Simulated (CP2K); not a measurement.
Runs of CP2K 2026.2 on Zn. The structure is hexagonal, space group P6_3/mmc (No. 194). Conventional cell: a = 2.670 Å, b = 2.670 Å, c = 4.966 Å, α = 90.00°, β = 90.00°, γ = 120.00°. Zn (site symmetry -6m2) has 12 Zn at 2.67 to 2.92 Å as nearest neighbours. 

```tsv
task	level	potentials or basis	basis sets	potentials	ADDED_MOS	points a segment of the path (NPOINTS)	bands added on the path	gap on the mesh (eV)	pressure (GPa)
band structure	PBE	GTH_POTENTIALS Zn GTH-PBE-q12; SZV-MOLOPT-SR-GTH basis	Zn SZV-MOLOPT-SR-GTH-q12	Zn GTH-PBE-q12 of GTH_POTENTIALS	[6]	10	2	none	2.6
single point	r2SCAN+rVV10	POTENTIAL_UZH Zn GTH-SCAN-q12; TZVP-MOLOPT-SCAN-GTH basis	Zn TZVP-MOLOPT-SCAN-GTH-q12	Zn GTH-SCAN-q12 of POTENTIAL_UZH	[10]	-	-	none	-6.9
band structure	PBE	POTENTIAL_UZH Zn GTH-PBE-q12; TZV2P-MOLOPT-PBE-GTH basis	Zn TZV2P-MOLOPT-PBE-GTH-q12	Zn GTH-PBE-q12 of POTENTIAL_UZH	[10]	10	2	none	-0.3
single point	r2SCAN+D3(BJ)	POTENTIAL_UZH Zn GTH-SCAN-q12; TZVP-MOLOPT-SCAN-GTH basis	Zn TZVP-MOLOPT-SCAN-GTH-q12	Zn GTH-SCAN-q12 of POTENTIAL_UZH	[10]	-	-	none	(a)
single point	r2SCAN	POTENTIAL_UZH Zn GTH-SCAN-q12; TZVP-MOLOPT-SCAN-GTH basis	Zn TZVP-MOLOPT-SCAN-GTH-q12	Zn GTH-SCAN-q12 of POTENTIAL_UZH	[10]	-	-	none	-5.9
band structure	PBE	POTENTIAL_UZH Zn GTH-PBE-q12; TZVP-MOLOPT-PBE-GTH basis	Zn TZVP-MOLOPT-PBE-GTH-q12	Zn GTH-PBE-q12 of POTENTIAL_UZH	[10]	10	2	none	-0.3
band structure	PBE	POTENTIAL_UZH Zn GTH-PBE-q12; ccGRB-D basis	Zn ccGRB-D-q12	Zn GTH-PBE-q12 of POTENTIAL_UZH	[10]	10	2	none	(b)
single point	r2SCAN+D4	POTENTIAL_UZH Zn GTH-SCAN-q12; TZVP-MOLOPT-SCAN-GTH basis	Zn TZVP-MOLOPT-SCAN-GTH-q12	Zn GTH-SCAN-q12 of POTENTIAL_UZH	[10]	-	-	none	-6.9
band structure	PBE	GTH_POTENTIALS Zn GTH-PBE-q12; DZVP-MOLOPT-SR-GTH basis	Zn DZVP-MOLOPT-SR-GTH-q12	Zn GTH-PBE-q12 of GTH_POTENTIALS	[10]	10	2	none	-0.1
band structure	PBE	POTENTIAL_UZH Zn GTH-PBE-q12; DZVP-MOLOPT-PBE-GTH basis	Zn DZVP-MOLOPT-PBE-GTH-q12	Zn GTH-PBE-q12 of POTENTIAL_UZH	[10]	10	2	none	-0.3
band structure	PBE	GTH_POTENTIALS Zn GTH-PBE-q12; TZVP-MOLOPT-SR-GTH basis	Zn TZVP-MOLOPT-SR-GTH-q12	Zn GTH-PBE-q12 of GTH_POTENTIALS	[10]	10	2	none	0.0
single point	r2SCAN+D3(BJ)+ATM	POTENTIAL_UZH Zn GTH-SCAN-q12; TZVP-MOLOPT-SCAN-GTH basis	Zn TZVP-MOLOPT-SCAN-GTH-q12	Zn GTH-SCAN-q12 of POTENTIAL_UZH	[10]	-	-	none	-7.4
```

Alike in all rows: no spin polarisation; cell as given; k mesh 11 × 11 × 6; smearing fermi-dirac 0.05 eV.

**Question.** Fill in the values left out.

**Answer.** (a) -7.9; (b) 0.2.

Caveats: the basis of atomic orbitals isn't converged, which shifts pressures, moduli and gaps; pairwise dispersion overbinds metals, which lowers pressure and volume (some runs); a minimal basis gives rough bond lengths, pressures and levels (some runs).

A gap of «none» marks a metal or a gap under the smearing width.
